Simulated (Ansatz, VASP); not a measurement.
**W: VASP beside Ansatz**

Contents of INCAR:

```
SYSTEM = W
PREC = Accurate
ENCUT = 520
EDIFF = 1E-8
ISMEAR = -1
SIGMA = 0.05
LREAL = .False.
LASPH = .True.
NELM = 80
ALGO = Normal
ISIF = 2
LWAVE = .False.
LCHARG = .False.
GGA = PE
LEFG = .True.
NBANDS = 13
```

Contents of KPOINTS:

```
Automatic mesh
0
Gamma
  14 14 14
  0 0 0
```

Contents of POSCAR:

```
W
1.0
    0.0000000000      1.9894000000      2.0300000000
    1.9894000000      0.0000000000      2.0300000000
    1.9894000000      1.9894000000      0.0000000000
W
1
Direct
    0.0000000000      0.0000000000      0.0000000000
```

Input for Ansatz:

```yaml
crystal:
  lattice:
    - [0.0, 1.9894, 2.03]
    - [1.9894, 0.0, 2.03]
    - [1.9894, 1.9894, 0.0]
  atoms:
    - { symbol: W, position: [0.0, 0.0, 0.0] }
kpoints:
  mp_grid: { grid: [14, 14, 14] }
scf:
  occupations: { method: fermi_dirac, width: 0.05 }
hamiltonian:
  xc: pbe
  pseudopotentials: { kind: all_electron, datasets: crystal }
output:
  forces: true
  stress: true
  eigenvalues: true
  efg: { contact_densities: true }
```

Change from the starting cell: equal xx and yy strain of -2 %, crystal datasets.

Alike in both runs: task electric field gradients; functional PBE; k mesh 14 × 14 × 14; occupations fermi-dirac, width 0.05 eV; no spin polarisation.

|  | VASP | Ansatz |
| --- | --- | --- |
| version | VASP 6.6.1 | Ansatz 0.2.0 |
| potentials or method | VASP PAW PBE potentials, release 64 (W_sv) | all-electron PAW with datasets made for the crystal, scalar-relativistic |
| plane-wave cutoff (eV) | 520 | see its input |

Ansatz gave:

```
pressure (GPa)                                                 : 7.0
largest component of the traceless stress (GPa)                : 4.14
Vzz of the field gradient on the site that differs most (V/Å²) : -12.0
```

**Question.** What did VASP give for the same quantities?

**Answer.** Pressure (GPa): 7.6; largest component of the traceless stress (GPa): 4.18; Vzz of the field gradient on the site that differs most (V/Å²): -14.4.

Ansatz ran all-electron here, so the differences hold the error of VASP's frozen core and of both bases. Ansatz warned: «gradients_without_spin_orbit».

Spin-orbit coupling is left out, which matters for the levels of W.
